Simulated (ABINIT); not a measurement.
# Ti (P6/mmm) in ABINIT: single point with PBEsol

Aim: the single point of Ti with PBEsol.

Program: ABINIT 10.8.3 (patched build). These are calculated values, not measurements. Logs are shortened: lines on timing, memory, paths and dates and some standing lists are left out, and cuts for length are marked. The log counts tension as positive stress, the text compression.

## 1. The structure

Symmetry: P6/mmm, No. 191, hexagonal system. The conventional cell has a = 4.567 Å, b = 4.567 Å, c = 2.826 Å, α = 90.00°, β = 90.00°, γ = 120.00°. Ti (site symmetry -6m2) has 11 Ti at 2.64 to 2.99 Å as nearest neighbours. Ti (site symmetry 6/mmm) has 14 Ti at 2.83 to 2.99 Å as nearest neighbours.

This isn't the form of Ti at room conditions, which is hcp.

## 2. Single point, PBEsol

Contents of run.abi:

```
# Pseudopotentials
pp_dirpath "./"
pseudos "Ti.upf"

# Structure
acell 4.5673748306 4.5673748306 2.82624427 Angstrom
rprim
     1.0000000000     0.0000000000     0.0000000000
    -0.5000000000     0.8660254038     0.0000000000
     0.0000000000     0.0000000000     1.0000000000
ntypat 1
znucl 22
natom 3
typat 1 1 1
xred
     0.6666666667     0.3333333333     0.5000000000
     0.3333333333     0.6666666667     0.5000000000
     0.0000000000     0.0000000000     0.0000000000

# Plane-wave basis
ecut 38.0

# k points
kptopt 1
ngkpt 5 5 7
nshiftk 1
shiftk 0.0 0.0 0.0

# Exchange and correlation
ixc -116133

# Bands and occupations
nband 22
occopt 3
tsmear 0.00183747

# SCF cycle
nstep 100
tolvrs 1.0e-10

# Output
iomode 3
prtwf 0
prtden 0
prteig 0
prtebands 0
enunit 2
```

Potentials or basis: PseudoDojo NC SR PBEsol v0.4.1 standard.

Run with:

```console
> mpirun --bind-to none -np 4 abinit run.abi > log 2>&1
```

run.abo:

```text
.Version 10.8.3 of ABINIT
 Symmetries : space group P6/m m m (#191); Bravais hP (primitive hexag.)
================================================================================
 Values of the parameters that define the memory need of the present run
     intxc =       0    ionmov =       0      iscf =       7    lmnmax =       6
     lnmax =       6     mgfft =      48  mpssoang =       3    mqgrid =    3001
     natom =       3  nloc_mem =       1    nspden =       1   nspinor =       1
    nsppol =       1      nsym =      24    n1xccc =    2501    ntypat =       1
    occopt =       3   xclevel =       2
       mpw =        3876          nfft =       69120          nkpt =          20
================================================================================
================================================================================

--------------------------------------------------------------------------------
------------- Echo of variables that govern the present computation ------------
--------------------------------------------------------------------------------
 -outvars: echo values of preprocessed input variables --------
            acell      8.6310875442E+00  8.6310875442E+00  5.3408276352E+00 Bohr
              amu      4.78800000E+01
             ecut      3.80000000E+01 Hartree
           enunit           2
              ixc     -116133
         kptrlatt        5    0    0      0    5    0      0    0    7
          kptrlen      3.73857934E+01
            natom           3
            nband          22
            ngfft          48      48      30
             nkpt          20
            nstep         100
             nsym          24
           ntypat           1
           occopt           3
           prtden           0
        prtebands           0
           prteig           0
            prtwf           0
            rprim      1.0000000000E+00  0.0000000000E+00  0.0000000000E+00
                      -5.0000000000E-01  8.6602540380E-01  0.0000000000E+00
                       0.0000000000E+00  0.0000000000E+00  1.0000000000E+00
          spgroup         191
           tolvrs      1.00000000E-10
           tsmear      1.83747000E-03 Hartree
            typat      1  1  1
           xangst      2.2836874153E+00  1.3184875440E+00  1.4131221350E+00
                       1.1341178635E-16  2.6369750880E+00  1.4131221350E+00
                       0.0000000000E+00  0.0000000000E+00  0.0000000000E+00
            xcart      4.3155437721E+00  2.4915803586E+00  2.6704138176E+00
                       2.1431721565E-16  4.9831607171E+00  2.6704138176E+00
                       0.0000000000E+00  0.0000000000E+00  0.0000000000E+00
             xred      6.6666666667E-01  3.3333333333E-01  5.0000000000E-01
                       3.3333333333E-01  6.6666666667E-01  5.0000000000E-01
                       0.0000000000E+00  0.0000000000E+00  0.0000000000E+00
            znucl       22.00000

================================================================================

 chkinp: Checking input parameters for consistency.

================================================================================
== DATASET  1 ==================================================================

--- !DatasetInfo
iteration_state: {dtset: 1, }
dimensions: {natom: 3, nkpt: 20, mband: 22, nsppol: 1, nspinor: 1, nspden: 1, mpw: 3876, }
cutoff_energies: {ecut:  38.0, pawecutdg:  -1.0, }
electrons: {nelect:   3.60000000E+01, charge:   0.00000000E+00, occopt:   3.00000000E+00, tsmear:   1.83747000E-03, }
meta: {optdriver: 0, ionmov: 0, optcell: 0, iscf: 7, paral_kgb: 0, }
...

 Real(R)+Recip(G) space primitive vectors, cartesian coordinates (Bohr,Bohr^-1):
 R(1)=  8.6310875  0.0000000  0.0000000  G(1)=  0.1158603  0.0668919  0.0000000
 R(2)= -4.3155438  7.4747411  0.0000000  G(2)=  0.0000000  0.1337839  0.0000000
 R(3)=  0.0000000  0.0000000  5.3408276  G(3)=  0.0000000  0.0000000  0.1872369
 Unit cell volume ucvol=  3.4456427E+02 bohr^3
 Angles (23,13,12)=  9.00000000E+01  9.00000000E+01  1.20000000E+02 degrees

 getcut: wavevector=  0.0000  0.0000  0.0000  ngfft=  48  48  30
         ecut(hartree)=     38.000   => boxcut(ratio)=   2.00410

--- Pseudopotential description ------------------------------------------------
- pspini: atom type   1  psp file is ./Ti.upf
12 -116133 2 -1 1586                          pspcod,pspxc,lmax,lloc,mmax
     nproj     2     2     2

   1.59507380E+03                                ecore*ucvol(ha*bohr**3)
--------------------------------------------------------------------------------

================================================================================

--- !BeginCycle
iteration_state: {dtset: 1, }
solver: {iscf: 7, nstep: 100, nline: 4, wfoptalg: 0, }
tolerances: {tolvrs: 1.00E-10, }
...

     iter   Etot(hartree)      deltaE(h)  residm     vres2
 ETOT  1  -177.71874489626    -1.777E+02 1.110E-01 1.437E+02
 ETOT  2  -177.82535589754    -1.066E-01 1.789E-02 3.288E+02
 ETOT  3  -177.79475243330     3.060E-02 2.373E-02 6.517E+02
 ETOT  4  -177.89399830749    -9.925E-02 5.341E-03 4.715E+01
 ETOT  5  -177.90104746372    -7.049E-03 5.558E-03 1.118E+01
 ETOT  6  -177.90290045202    -1.853E-03 2.464E-03 1.015E+00
 ETOT  7  -177.90312810502    -2.277E-04 3.010E-03 5.938E-02
 ETOT  8  -177.90315856553    -3.046E-05 9.165E-04 4.213E-03
 ETOT  9  -177.90316833896    -9.773E-06 2.157E-03 7.064E-05
 ETOT 10  -177.90317189080    -3.552E-06 5.118E-04 2.464E-04
[... 26 lines left out ...]
 ETOT 37  -177.90317498179     1.211E-11 1.003E-04 1.948E-07
 ETOT 38  -177.90317498176     2.140E-11 2.688E-05 3.315E-07
 ETOT 39  -177.90317498181    -4.371E-11 6.196E-05 7.196E-08
 ETOT 40  -177.90317498182    -1.270E-11 1.660E-05 3.154E-08
 ETOT 41  -177.90317498181     6.906E-12 3.788E-05 5.970E-08
 ETOT 42  -177.90317498181     1.563E-12 1.016E-05 5.502E-08
 ETOT 43  -177.90317498182    -8.498E-12 2.300E-05 1.496E-08
 ETOT 44  -177.90317498182    -1.080E-12 6.174E-06 2.143E-10
 ETOT 45  -177.90317498183    -7.333E-12 1.390E-05 1.431E-10
 ETOT 46  -177.90317498183     3.268E-12 4.731E-06 5.572E-11

 At SCF step   46       vres2   =  5.57E-11 < tolvrs=  1.00E-10 =>converged.

 Cartesian components of stress tensor (hartree/bohr^3)
  sigma(1 1)=  1.36197301E-04  sigma(3 2)=  0.00000000E+00
  sigma(2 2)=  1.36197300E-04  sigma(3 1)=  0.00000000E+00
  sigma(3 3)=  1.15575706E-04  sigma(2 1)=  0.00000000E+00

--- !ResultsGS
iteration_state: {dtset: 1, }
comment   : Summary of ground state results
lattice_vectors:
- [  8.6310875,   0.0000000,   0.0000000, ]
- [ -4.3155438,   7.4747411,   0.0000000, ]
- [  0.0000000,   0.0000000,   5.3408276, ]
lattice_lengths: [   8.63109,    8.63109,    5.34083, ]
lattice_angles: [ 90.000,  90.000, 120.000, ] # degrees, (23, 13, 12)
lattice_volume:   3.4456427E+02
convergence: {deltae:  3.268E-12, res2:  5.572E-11, residm:  4.731E-06, diffor: null, }
etotal    :  -1.77903175E+02
entropy   :   0.00000000E+00
fermie    :   3.65893603E-01
cartesian_stress_tensor: # hartree/bohr^3
- [  1.36197301E-04,   0.00000000E+00,   0.00000000E+00, ]
- [  0.00000000E+00,   1.36197300E-04,   0.00000000E+00, ]
- [  0.00000000E+00,   0.00000000E+00,   1.15575706E-04, ]
pressure_GPa:  -3.8048E+00
xred      :
- [  6.6667E-01,   3.3333E-01,   5.0000E-01, Ti]
- [  3.3333E-01,   6.6667E-01,   5.0000E-01, Ti]
- [  0.0000E+00,   0.0000E+00,   0.0000E+00, Ti]
cartesian_forces: # hartree/bohr
- [ -4.15960748E-29,  -1.68108535E-28,  -0.00000000E+00, ]
- [  2.07980374E-29,   1.56100782E-28,  -0.00000000E+00, ]
- [  2.07980374E-29,   1.20077525E-29,  -0.00000000E+00, ]
force_length_stats: {min:   2.40155050E-29, max:   1.73178269E-28, mean:   1.18224657E-28, }
...

 Integrated electronic density in atomic spheres:
 ------------------------------------------------
 Atom  Sphere_radius  Integrated_density
    1        2.00000          9.54017304
    2        2.00000          9.54017304
    3        2.00000          9.44274594
================================================================================

 ----iterations are completed or convergence reached----

 Mean square residual over all n,k,spin=   30.958E-09; max=  47.314E-07
 reduced coordinates (array xred) for    3 atoms
       0.666666666667      0.333333333333      0.500000000000
       0.333333333333      0.666666666667      0.500000000000
       0.000000000000      0.000000000000      0.000000000000
 rms dE/dt=  5.3853E-28; max dE/dt=  1.0771E-27; dE/dt below (all hartree)
    1       0.000000000000      0.000000000000      0.000000000000
    2       0.000000000000     -0.000000000000      0.000000000000
    3       0.000000000000      0.000000000000      0.000000000000

 cartesian coordinates (angstrom) at end:
    1      2.28368741530000     1.31848754399211     1.41312213500000
    2      0.00000000000000     2.63697508798421     1.41312213500000
    3      0.00000000000000     0.00000000000000     0.00000000000000

 cartesian forces (hartree/bohr) at end:
    1     -0.00000000000000    -0.00000000000000    -0.00000000000000
    2      0.00000000000000     0.00000000000000    -0.00000000000000
    3      0.00000000000000     0.00000000000000    -0.00000000000000
 frms,max,avg= 7.8434311E-29 1.6810853E-28   0.000E+00  0.000E+00  0.000E+00 h/b

 cartesian forces (eV/Angstrom) at end:
    1     -0.00000000000000    -0.00000000000000    -0.00000000000000
    2      0.00000000000000     0.00000000000000    -0.00000000000000
    3      0.00000000000000     0.00000000000000    -0.00000000000000
 frms,max,avg= 4.0332544E-27 8.6444884E-27   0.000E+00  0.000E+00  0.000E+00 e/A
 length scales=  8.631087544198  8.631087544198  5.340827635216 bohr
              =  4.567374830600  4.567374830600  2.826244270000 angstroms
 Fermi (or HOMO) energy (hartree) =   0.36589   Average Vxc (hartree)=  -0.43478
 Eigenvalues (hartree) for nkpt=  20  k points:
 kpt#   1, nband= 22, wtk=  0.00571, kpt=  0.0000  0.0000  0.0000 (reduced coord)
  -1.71360   -1.70397   -1.69768   -0.84771   -0.84771   -0.84389   -0.84389   -0.83305
  -0.82548   -0.82236   -0.82133   -0.82133    0.14256    0.29472    0.34075    0.34075
   0.34443    0.34443    0.36613    0.39225    0.41493    0.41493
      occupation numbers for kpt#   1
   2.00000    2.00000    2.00000    2.00000    2.00000    2.00000    2.00000    2.00000
   2.00000    2.00000    2.00000    2.00000    2.00000    2.00000    2.00000    2.00000
   1.99998    1.99998    0.93599    0.00000    0.00000    0.00000
 prteigrs : prtvol=0 or 1, do not print more k-points.

 Fermi (or HOMO) energy (eV) =   9.95647   Average Vxc (eV)= -11.83092
 Eigenvalues (   eV  ) for nkpt=  20  k points:
 kpt#   1, nband= 22, wtk=  0.00571, kpt=  0.0000  0.0000  0.0000 (reduced coord)
 -46.62935  -46.36731  -46.19626  -23.06740  -23.06740  -22.96352  -22.96352  -22.66854
 -22.46237  -22.37769  -22.34962  -22.34962    3.87928    8.01987    9.27215    9.27215
   9.37247    9.37247    9.96288   10.67362   11.29076   11.29076
 prteigrs : prtvol=0 or 1, do not print more k-points.

--- !EnergyTerms
iteration_state     : {dtset: 1, }
comment             : Components of total free energy in Hartree
kinetic             :  7.04209876643693E+01
hartree             :  3.59600458283803E+01
xc                  : -2.59258984640737E+01
Ewald energy        : -1.28112254648680E+02
psp_core            :  4.62924902228977E+00
local_psp           : -1.36233685694940E+02
non_local_psp       :  1.35944766735730E+00
internal            : -1.77902108625297E+02
'-kT*entropy'       : -1.06635652919563E-03
total_energy        : -1.77903174981826E+02
total_energy_eV     : -4.84099200881681E+03
band_energy         : -2.16067674933993E+01
...

 Cartesian components of stress tensor (hartree/bohr^3)
  sigma(1 1)=  1.36197301E-04  sigma(3 2)=  0.00000000E+00
  sigma(2 2)=  1.36197300E-04  sigma(3 1)=  0.00000000E+00
  sigma(3 3)=  1.15575706E-04  sigma(2 1)=  0.00000000E+00

-Cartesian components of stress tensor (GPa)         [Pressure= -3.8048E+00 GPa]
- sigma(1 1)=  4.00706293E+00  sigma(3 2)=  0.00000000E+00
- sigma(2 2)=  4.00706292E+00  sigma(3 1)=  0.00000000E+00
- sigma(3 3)=  3.40035466E+00  sigma(2 1)=  0.00000000E+00

== END DATASET(S) ==============================================================
================================================================================

 -outvars: echo values of variables after computation  --------
            acell      8.6310875442E+00  8.6310875442E+00  5.3408276352E+00 Bohr
           etotal     -1.7790317498E+02
            fcart     -4.1596074799E-29 -1.6810853487E-28 -0.0000000000E+00
                       2.0798037400E-29  1.5610078238E-28 -0.0000000000E+00
                       2.0798037400E-29  1.2007752491E-29 -0.0000000000E+00
            rprim      1.0000000000E+00  0.0000000000E+00  0.0000000000E+00
                      -5.0000000000E-01  8.6602540380E-01  0.0000000000E+00
                       0.0000000000E+00  0.0000000000E+00  1.0000000000E+00
           strten      1.3619730086E-04  1.3619730037E-04  1.1557570565E-04
                       0.0000000000E+00  0.0000000000E+00  0.0000000000E+00
           xangst      2.2836874153E+00  1.3184875440E+00  1.4131221350E+00
                       1.1341178635E-16  2.6369750880E+00  1.4131221350E+00
                       0.0000000000E+00  0.0000000000E+00  0.0000000000E+00
             xred      6.6666666667E-01  3.3333333333E-01  5.0000000000E-01
                       3.3333333333E-01  6.6666666667E-01  5.0000000000E-01
                       0.0000000000E+00  0.0000000000E+00  0.0000000000E+00
 Calculation completed.
```

It took 27 s on 4 MPI ranks of AMD EPYC 9R45 (Zen 5), shared host; peak memory 0.32 GiB.

Results:

| Property | Result |
| --- | --- |
| Free energy | -4840.9920 eV |
| Pressure | -3.8 GPa |
| Band gap on the k mesh | none (metal or under the smearing width) |
| Valence electrons inside the program's atomic spheres | Ti 9.54, 9.44 (radii [1.0584] Å) |

Stress tensor (GPa, compression positive):
```
-4.01  0.00  0.00
 0.00 -4.01  0.00
 0.00  0.00 -3.40
```

Levels at points of the mesh, in eV from the Fermi level:
```
           k point  band 14  band 15  band 16  band 17  band 18  band 19  band 20  band 21  band 22
(0.00, 0.00, 0.00)    -1.94    -0.68    -0.68    -0.58    -0.58     0.01     0.72     1.33     1.33
```
